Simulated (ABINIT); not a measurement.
The system is TaN.

```
CELL_PARAMETERS angstrom
0.00000 2.21132 2.21132
2.21132 0.00000 2.21132
2.21132 2.21132 0.00000
ATOMIC_POSITIONS crystal
Ta 0.50000 0.50000 0.50000
N 0.00000 0.00000 0.00000
```

The cell comes from a database or a generator and needn't be the stable form of this composition.

Base run:

| Quantity | Value |
| --- | --- |
| Program | ABINIT 10.8.3 (patched build) |
| Functional | r2SCAN |
| Potentials or basis | SG15 NC PBE v1.2 |
| Cutoff | 1306 eV |
| k mesh | 10 × 10 × 10 |
| Occupations | fermi-dirac, width 0.05 eV |
| Spin | no spin polarisation |

Its results: band gap on the k mesh none (metal or under the smearing width); pressure -16.2 GPa.

**Question.** The run is repeated on the same cell with these changes: potentials or basis from SG15 NC PBE v1.2 to JTH PAW PBE v2.0; cutoff from 1306 eV to 844 eV; valence electrons from 32 to 18. What comes out?

**Answer.** Band gap on the k mesh none (metal or under the smearing width); pressure -3.9 GPa.

Caveats: the highest band is partly filled, so the run has too few bands; spin-orbit coupling is left out, which moves the levels of the heavy elements; the potentials were made for another functional, which shifts forces and pressure (some runs); the PAW data sets were made with another functional, which shifts forces and pressure a little (some runs).
